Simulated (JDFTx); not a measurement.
Si2Ni under changes of volume

One of the cells (13.166 Å³/atom); the others are scaled copies at fixed shape and fractional positions:

```
Ni Si
1.0
     0.00000    2.70300    2.70300
     2.70300    0.00000    2.70300
     2.70300    2.70300    0.00000
Ni Si
1 2
Cartesian
  0.0000 0.0000 0.0000
  4.0545 4.0545 4.0545
  1.3515 1.3515 1.3515
```

| Item | Value |
| --- | --- |
| Program | JDFTx 1.7.0 (patched build) |
| Functional | PBEsol |
| Potentials or basis | PseudoDojo-SR-PBEsol-0.4.1-standard with smoothed tails |
| Cutoff | 1333 eV |
| Density cutoff | 10667 eV |
| k mesh | 9 × 9 × 9 |
| Occupations | fermi-dirac, width 0.05 eV |
| Spin | collinear spin, ferromagnetic start |
| Starting moments | [1.0, 0.0, 0.0] μB |

```csv
volume (Å³/atom),energy over the lowest point (meV/atom),pressure (GPa)
12.376,20.41,9.6
12.639,?,?
12.902,1.19,2.2
13.166,0.00,-1.0
13.429,3.79,-3.9
13.692,12.15,-6.5
13.956,24.67,-8.9
```

**Question.** What does the run at 12.639 Å³/atom give?

**Answer.** Energy over the lowest point 7.81 meV/atom; pressure 5.7 GPa.

Worked out: A Birch-Murnaghan fit of order 3 (a polynomial in V^(-2/3)) to the other rows has its minimum at 13.09 Å³/atom with B0 = V·E''(V) = 154 GPa and B' = 3.5. It gives 7.82 meV/atom at 12.639 Å³/atom, against the run's 7.81, and -dE/dV = 5.8 GPa, against 5.7.

Energies are extrapolated to zero smearing.
